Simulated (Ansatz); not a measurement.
Crystal: HfC.

```
CELL_PARAMETERS angstrom
3.34287 0.00000 0.00000
-1.67143 2.89501 0.00000
0.00000 0.00000 5.20271
ATOMIC_POSITIONS crystal
Hf 0.33333 0.66667 0.25000
Hf 0.66667 0.33333 0.75000
C 0.00000 0.00000 0.50000
C 0.00000 0.00000 0.00000
```

The cell comes from a database or a generator and needn't be the stable form of this composition.

Base run:

* Program: Ansatz 0.2.0
* Functional: r2SCAN
* Potentials or basis: Ansatz PAW
* Cutoff: 500 eV (not typed: the program's choice for these potentials)
* k mesh: 9 × 9 × 5
* Occupations: fermi-dirac, width 0.05 eV
* Spin: no spin polarisation
* Hubbard terms: Hf d U = 3 eV

Its results: band gap on the k mesh none (metal or under the smearing width); pressure 1.6 GPa.

**Question.** After a change of settings the same cell gave: band gap on the k mesh none (metal or under the smearing width); pressure 11.0 GPa. Which change was it?
A. hubbard terms from Hf d U = 3 eV to Hf d U = 8 eV
B. hubbard terms from Hf d U = 3 eV to Hf d U = 5 eV
C. hubbard terms from Hf d U = 3 eV to none; hubbard projectors from ortho-atomic (the default) to none

**Answer.** A.

Caveats: spin-orbit coupling is left out, which moves the levels of the heavy elements; U without spin polarisation on a metal has little footing; the PAW data sets come from PBE, with cores solved anew for the run's functional, which leaves a small shift of forces and pressure; the U is typed as a test and isn't derived for this compound.
